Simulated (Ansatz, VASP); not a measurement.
# SnHgAs2 in two plane-wave programs, part 2 of 2

Wanted: the spread between two codes on one cell, functional and k mesh. The cell is invented: As first built, before any earlier steps moved the atoms (in the runner's words): it takes the CdSnAs2 structure with some of its atoms replaced by other elements, volume scaled by an estimate. It may not be a known or stable phase. The cell is a member of a volume series, scaled by 0.94 from a relaxed one, so a pressure remains.

VASP 6.6.1 and Ansatz 0.2.0.

So far. Step 3 (Ansatz: single point, PBE, volume scaled by 0.94): The run ends at a pressure of 4.45 GPa, with forces up to 0.13 eV/Å. Step 5 (VASP: single point, PBE, volume scaled by 0.96): The run ends at a pressure of 2.93 GPa, with forces up to 0.066 eV/Å.

## (6) Ansatz: single point, PBE, volume scaled by 0.96

Level of this step: Ansatz beside VASP: Kohn-Sham DFT, plane waves, PBE (Ansatz).

The same cell, functional, mesh and smearing now go to Ansatz, which takes its cutoff from its data sets.

The cell is a member of a volume series, scaled by 0.96 from a relaxed one, so a pressure remains.

input.yaml

```yaml
crystal:
  lattice:
    - [1.981523928, 1.1440336679, 6.7046792208]
    - [-1.981523928, 1.1440336679, 6.7046792208]
    - [0.0, -2.2880673358, 6.7046792208]
  atoms:
    - { symbol: Hg, position: [0.5, 0.5, 0.5] }
    - { symbol: Sn, position: [0.0, 0.0, 0.0] }
    - { symbol: As, position: [0.251473169, 0.251473169, 0.251473169] }
    - { symbol: As, position: [0.748526831, 0.748526831, 0.748526831] }
hamiltonian:
  xc: pbe
  pseudopotentials: { kind: paw }
kpoints:
  mp_grid: { grid: [6, 6, 6] }
scf:
  occupations: { method: gaussian, width: 0.05 }
  n_extra_bands: 5
output:
  forces: true
  stress: true
  eigenvalues: true
  write_density: true
  write_potential: true
  elf: true
  volumetric_format: npy
```

Launch:

```sh
ansatz run input.yaml --threads 2 --pin off --max-ram 4608MiB --backend cpu --events-out ev --progress --plain --runs-dir out
```

Numbers of over 12 decimals in the logs are rounded to 6 here.

Log:

```text
[...]
Crystal: 4 atoms, lattice volume = 91.194 Å³
Basis set: ecut = 420 eV, 1787 PW (Γ), FFT grids on a1−a2, a2, −a2+a3, exchange–correlation on 54×96×54 points (8 copies of the dense FFT grid, shifted against one another)
Bands: 37, of which v1, the nominal top of the filled ones, is band 32 counted from 1 (31 counted from 0)
Symmetry: 12 space group operations
[...]
k-point 0: bands = [... 28 lower, 11.1282, 11.3664, 11.3664, 12.2907, 12.2907, 13.9428, 14.8907, 14.8907, ... 1 higher]
  k-point 1: bands = [... 28 lower, 9.9096, 10.9679, 11.1227, 11.7173, 13.2759, 13.5468, 15.8957, 15.9223, ... 1 higher]
  k-point 2: bands = [... 28 lower, 7.8163, 10.3188, 10.8681, 11.0047, 12.1768, 12.8219, 16.1462, 17.1105, ... 1 higher]
  k-point 31: bands = [... 28 lower, 11.7120, 11.7120, 11.7170, 11.7170, 13.5432, 13.8202, 15.8397, 15.8397, ... 1 higher]
[key lines of the parts left out:]
SCF converged after 6 iterations
Free energy (F): -29549.550566 eV
Fermi energy:    11.856896 eV
P = ⅓ Tr σ = 2.7455 GPa (27.455 kbar)
```

Run time: 2.4 s. Hardware: 2 threads of Intel Xeon Platinum 8488C (Sapphire Rapids), shared host; peak memory 0.5 GiB.

The run ends at a pressure of 2.75 GPa, with forces up to 0.091 eV/Å.

## (7) Comparison

Both answers:

```csv
quantity,Ansatz,VASP,difference
pressure (GPa),2.75,2.93,-0.18
```

Forces (eV/Å; atoms numbered as in POSCAR):

```csv
atom,"Ansatz x, y, z","VASP x, y, z"
Hg1,"0.000, 0.000, 0.000","0.000, 0.000, 0.000"
Sn2,"0.000, 0.000, 0.000","0.000, 0.000, 0.000"
As3,"0.000, 0.000, -0.091","0.000, 0.000, -0.066"
As4,"0.000, 0.000, 0.091","0.000, 0.000, 0.066"
```

The forces differ by 9.8 meV/Å r.m.s., which is 36.3 % of the r.m.s. force of 0.03 eV/Å (both taken over all components). Ansatz's pressure holds a Pulay correction of 0.04 GPa; VASP's holds none.

## (8) VASP: single point, PBE, volume scaled by 1.06

With cell and atoms fixed, the geometry can't cause a difference; cores, projectors, grids and the points listed under the comparison can. The cell compared in this pair holds 100.69 Å³, against 91.19 Å³ for the pair before.

INCAR

```
SYSTEM = SnHgAs2
PREC = Accurate
ENCUT = 400
EDIFF = 1E-06
NELM = 100
ISMEAR = 0
SIGMA = 0.05
LREAL = .FALSE.
ALGO = Normal
GGA = PE
NBANDS = 24
LORBIT = 11
LWAVE = .FALSE.
LCHARG = .FALSE.
KPAR = 2
ISIF = 2
```

POSCAR

```
SnHgAs2
1.0
    2.0480671816      1.1824524432      6.9298348010
   -2.0480671816      1.1824524432      6.9298348010
    0.0000000000     -2.3649048864      6.9298348010
Hg Sn As
1 1 2
Direct
    0.5000000000      0.5000000000      0.5000000000
    0.0000000000      0.0000000000      0.0000000000
    0.2514731690      0.2514731690      0.2514731690
    0.7485268310      0.7485268310      0.7485268310
```

KPOINTS

```
Automatic mesh
0
Gamma
6 6 6
0 0 0
```

PAW data sets: Hg, Sn_d and As (PBE family, release 64).

Launch:

```sh
mpirun -np 2 vasp_std
```

Log:

```text
[... set-up lines as in an earlier step ...]
 entering main loop
       N       E                     dE             d eps       ncg     rms          rms(c)
DAV:   1     0.254926251388E+03    0.25493E+03   -0.14408E+04  1560   0.140E+03
DAV:   2     0.832178727510E+01   -0.24660E+03   -0.23905E+03  1640   0.390E+02
DAV:   3    -0.128028644727E+02   -0.21125E+02   -0.20885E+02  1960   0.109E+02
DAV:   4    -0.133382373844E+02   -0.53537E+00   -0.53469E+00  1648   0.186E+01
[...]
DAV:  11    -0.129369452220E+02    0.59250E-06   -0.60199E-05  1848   0.720E-02    0.224E-02
DAV:  12    -0.129369500709E+02   -0.48489E-05   -0.14648E-05  1600   0.225E-02    0.105E-02
DAV:  13    -0.129369504244E+02   -0.35350E-06   -0.76490E-07  1120   0.728E-03
   1 F= -.12936950E+02 E0= -.12936237E+02  d E =-.142621E-02
```

OUTCAR, selected parts (step 8):

```text
  Total       -1.9657520     -1.9657530     -2.0397924      0.0000000      0.0000000      0.0000000
  in kB      -31.2778782    -31.2778944    -32.4559655      0.0000000      0.0000000      0.0000000
  external PRESSURE =     -31.6705794 kB  Pullay stress =       0.0000000 kB

 POSITION                                       TOTAL-FORCE (eV/Angst)
 -----------------------------------------------------------------------------------
      0.00000      0.00000     10.39475         0.000000     -0.000000      0.000000
      0.00000      0.00000      0.00000        -0.000000     -0.000000      0.000000
      0.00000      0.00000      5.22800        -0.000000      0.000000      0.082154
      0.00000      0.00000     15.56150        -0.000000      0.000000     -0.082154
 -----------------------------------------------------------------------------------
    total drift:                                0.000000      0.000000     -0.000000

  FREE ENERGIE OF THE ION-ELECTRON SYSTEM (eV)
  ---------------------------------------------------
  free  energy   TOTEN  =       -12.9369504244 eV

  energy  without entropy=      -12.9355242154  energy(sigma->0) =      -12.93623732

[... 1 part as in an earlier step ...]

[... 2 further parts left out ...]
[key lines of the parts left out:]
E-fermi :   4.3466
```

The run ends at a pressure of -3.17 GPa, with forces up to 0.082 eV/Å.

## (9) Ansatz: single point, PBE, volume scaled by 1.06

The same cell, functional, mesh and smearing now go to Ansatz, which takes its cutoff from its data sets.

The cell is a member of a volume series, scaled by 1.06 from a relaxed one, so a pressure remains.

input.yaml, the sections that differ from step 6:

```yaml
crystal:
  lattice:
    - [2.0480671816, 1.1824524432, 6.929834801]
    - [-2.0480671816, 1.1824524432, 6.929834801]
    - [0.0, -2.3649048864, 6.929834801]
  atoms:
    - { symbol: Hg, position: [0.5, 0.5, 0.5] }
    - { symbol: Sn, position: [0.0, 0.0, 0.0] }
    - { symbol: As, position: [0.251473169, 0.251473169, 0.251473169] }
    - { symbol: As, position: [0.748526831, 0.748526831, 0.748526831] }
output:
  forces: true
  stress: true
  eigenvalues: true
# hamiltonian, kpoints, scf: as in step 6
```

Launch:

```sh
ansatz run input.yaml --threads 2 --pin off --max-ram 4608MiB --backend cpu --events-out ev --progress --plain --runs-dir out
```

Log:

```text
[...]
Crystal: 4 atoms, lattice volume = 100.694 Å³
Basis set: ecut = 420 eV, 1955 PW (Γ), FFT grids on a1−a3, a2−a3, a3, exchange–correlation on 60×60×100 points (8 copies of the dense FFT grid, shifted against one another)
Bands: 37, of which v1, the nominal top of the filled ones, is band 32 counted from 1 (31 counted from 0)
Symmetry: 12 space group operations
[...]
k-point 0: bands = [... 28 lower, 9.6031, 9.8173, 9.8173, 10.5964, 10.5964, 12.2125, 13.1900, 13.1900, ... 1 higher]
  k-point 1: bands = [... 28 lower, 8.4744, 9.4551, 9.5668, 10.1301, 11.4881, 11.5555, 13.9179, 14.0421, ... 1 higher]
  k-point 2: bands = [... 28 lower, 6.6089, 8.8669, 9.3088, 9.5249, 10.4577, 11.0992, 14.2011, 15.0386, ... 1 higher]
  k-point 31: bands = [... 28 lower, 10.0972, 10.0972, 10.1357, 10.1357, 11.5265, 11.8164, 13.9503, 13.9503, ... 1 higher]
[key lines of the parts left out:]
SCF converged after 6 iterations
Free energy (F): -29549.517339 eV
Fermi energy:    10.195306 eV
P = ⅓ Tr σ = -3.2586 GPa (-32.586 kbar)
```

It took 3.3 s on 2 threads; peak memory 0.49 GiB; 5.1 s of CPU time.

The run ends at a pressure of -3.26 GPa, with forces up to 0.065 eV/Å.

## (10) Differences

The two programs side by side:

```csv
quantity,Ansatz,VASP,difference
pressure (GPa),-3.26,-3.17,-0.09
```

Forces (eV/Å; atoms numbered as in POSCAR):

```csv
atom,"Ansatz x, y, z","VASP x, y, z"
Hg1,"0.000, 0.000, 0.000","0.000, 0.000, 0.000"
Sn2,"0.000, 0.000, 0.000","0.000, 0.000, 0.000"
As3,"0.000, 0.000, 0.065","0.000, 0.000, 0.082"
As4,"0.000, 0.000, -0.065","0.000, 0.000, -0.082"
```

The forces differ by 7.2 meV/Å r.m.s., which is 21.4 % of the r.m.s. force of 0.03 eV/Å (both taken over all components). Ansatz's pressure holds a Pulay correction of 0.03 GPa; VASP's holds none.

## (11) Outcome

| Property | Result |
| --- | --- |
| r.m.s. force difference (single point, PBE, volume scaled by 0.94) | 11 meV/Å |
| difference in pressure (single point, PBE, volume scaled by 0.96) | -0.18 GPa |
| r.m.s. force difference (single point, PBE, volume scaled by 0.96) | 9.8 meV/Å |
| r.m.s. force difference (single point, PBE, volume scaled by 1.06) | 7.2 meV/Å |

The r.m.s. force difference is 11 meV/Å (single point, PBE, volume scaled by 0.94), within the 12 meV/Å picked in this series as the mark of a large difference. Such differences can come from data sets, numerical settings and the points named under the comparisons, not from the functional's error against experiment.

[Lines on the potential files, build, host, timing and source positions are cut from VASP's logs without a mark.]

[Logs are printed without paths, hosts, clocks, repeated set-up lines and the standing remarks that a program may print on its own settings, such as how far it seeks lower states.]

[Hosts, paths, dates, database ids (printed as entryN), source tags and the programs' standing remarks are cut or masked in the printed files.]
